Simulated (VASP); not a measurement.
Set up this calculation in VASP 6.6.1, as the native input.

```yaml
Task: optical spectrum
Functional: r2SCAN0
Potentials_or_basis: VASP PAW PBE potentials, release 64 (Ca_sv, H)
Cutoff: 520 eV
k_mesh: 5 × 5 × 3
Occupations: gaussian, width 0.1 eV
Spin: no spin polarisation
Grid_for_exact_exchange_PRECFOCK: Normal
Exchange_at_q_=_0: default
Further_INCAR_settings: ALGO = Normal; EDIFF = 1e-06; NBANDS = 43
```

Crystal: CaH.

```xyz
4
Lattice="3.1387 0.0000 0.0000 0.0000 3.1387 0.0000 0.0000 0.0000 7.4216" Properties=species:S:1:pos:R:3 pbc="T T T"
Ca    1.5693    1.5693    0.0000
Ca    1.5693    1.5693    3.7108
H     0.0000    0.0000    4.8182
H     0.0000    0.0000    2.6034
```

The cell was built by a generator and needn't be a form met in nature.

The cell isn't the ideal one: volume scaled by 0.92.

The input as run:

POSCAR

```
CaH
1.0
    3.1386511270      0.0000000000      0.0000000000
    0.0000000000      3.1386511270      0.0000000000
    0.0000000000      0.0000000000      7.4216113633
Ca H
2 2
Direct
    0.5000000000      0.5000000000      0.0000000000
    0.5000000000      0.5000000000      0.5000000000
    0.0000000000      0.0000000000      0.6492100000
    0.0000000000      0.0000000000      0.3507900000
```

INCAR.step1

```
PREC = Accurate
ENCUT = 520
EDIFF = 1E-5
ISMEAR = 0
SIGMA = 0.1
LREAL = F
LASPH = T
NELM = 60
ALGO = Normal
ISIF = 2
LWAVE = T
LCHARG = F
NBANDS = 43
GGA = PE
```

INCAR.step2

```
PREC = Accurate
ENCUT = 520
EDIFF = 1E-6
ISMEAR = 0
SIGMA = 0.1
LREAL = F
LASPH = T
NELM = 60
ALGO = Normal
ISIF = 2
LWAVE = F
LCHARG = F
METAGGA = R2SCAN
LHFCALC = T
AEXX = 0.25
LMIXTAU = T
PRECFOCK = Normal
LOPTICS = T
NBANDS = 43
NEDOS = 2000
CSHIFT = 0.1
ISTART = 1
```

KPOINTS

```
Automatic mesh
0
Gamma
  5 5 3
```

Potentials or basis: VASP PAW PBE potentials, release 64 (Ca_sv, H).

Run with:

```bash
$ cat potpaw_PBE.64/Ca_sv/POTCAR potpaw_PBE.64/H/POTCAR > POTCAR
$ cp INCAR.step1 INCAR
$ mpirun -np 1 vasp_std > vasp.out
$ cp INCAR.step2 INCAR
$ mpirun -np 1 vasp_std > vasp.out
```

Results of the run:

- Pressure: 2.7 GPa
- Largest force: 0.025 eV/Å
- Band gap on the k mesh: 0.87 eV, indirect (least direct gap 1.43 eV)

Caveat: spectra need much finer meshes, so this one isn't converged; independent-particle spectra lack excitons; the PAW data sets were made with another functional, which shifts forces and pressure a little; an odd mesh through Γ misses points on the zone boundary, where band edges often lie.

Wall time 32 min on 1 thread of Intel(R) Xeon(R) 6975P-C (Granite Rapids) (shared host), peak memory 0.22 GiB.
